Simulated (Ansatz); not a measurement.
`CC(=O)[SeH]` + H₂O → acetic acid + H₂Se at 500 K and 1 bar (formal hydrolysis of a C–Se bond).

Program: Ansatz. Geometries: PBE0-D4/def2-TZVP. ΔE: electronic, gas phase. CCSD(T)/CBS is the MP2 limit (def2-TZVPP, def2-QZVPP) plus CCSD(T) − MP2 in def2-TZVPP, frozen cores. This one scheme is used for every species. For Se outer-core shells are correlated without core-valence functions, which leaves a few kJ/mol of doubt a bond. Scalar relativity is left out up to krypton. Each species was taken in one conformer, which may not be the lowest.

```csv
species,CCSD(T)/CBS energy (Eh),H − E (kJ/mol),S (J/(mol·K))
`CC(=O)[SeH]`,-2554.38193,178.7,362.9
H₂O,-76.37941,73.2,206.3
`CC(=O)O`,-228.87529,193.9,329.7
H₂Se,-2401.89790,53.1,237.8
```

H − E and S are ideal-gas, rigid-rotor, harmonic terms from PBE0-D4/def2-TZVP, for one conformer and one mirror image of each species. 1 Eh = 2625.50 kJ/mol, R = 8.31446 J/(mol·K).

Problem. By hand: ΔE, ΔH, ΔS and ΔG.

Solution. ΔE = (-228.87529) + (-2401.89790) − (-2554.38193) − (-76.37941) = -0.01185 Eh = -31.1 kJ/mol. Δ(H − E) = 193.9 + 53.1 − 178.7 − 73.2 = -4.9, so ΔH = -36.0 kJ/mol. ΔS = 329.7 + 237.8 − 362.9 − 206.3 = -1.7 J/(mol·K). ΔG = -36.0 − 500 × (-1.7)/1000 = -35.1 kJ/mol.

Problem. By hand: the equilibrium constant, and the temperature at which ΔG would vanish if ΔH and ΔS stayed fixed.

Solution. log₁₀ K = −ΔG/(RT ln 10) = 3.7. ΔG = 0 at ΔH/ΔS = 21176 K, far beyond where these terms or the molecules hold.

The number of gas molecules stays the same, so ΔS is small and ΔH decides. A doubt of 5 kJ/mol in ΔE shifts log₁₀ K by 0.5 here. Other conformers and mirror images would add mixing entropy, several J/(mol·K) or more a flexible species. These are equilibria of isolated gas molecules and say nothing of rates. Largest T1 diagnostic: 0.015 (customary marks: 0.02 for closed shells, 0.045 for open ones).
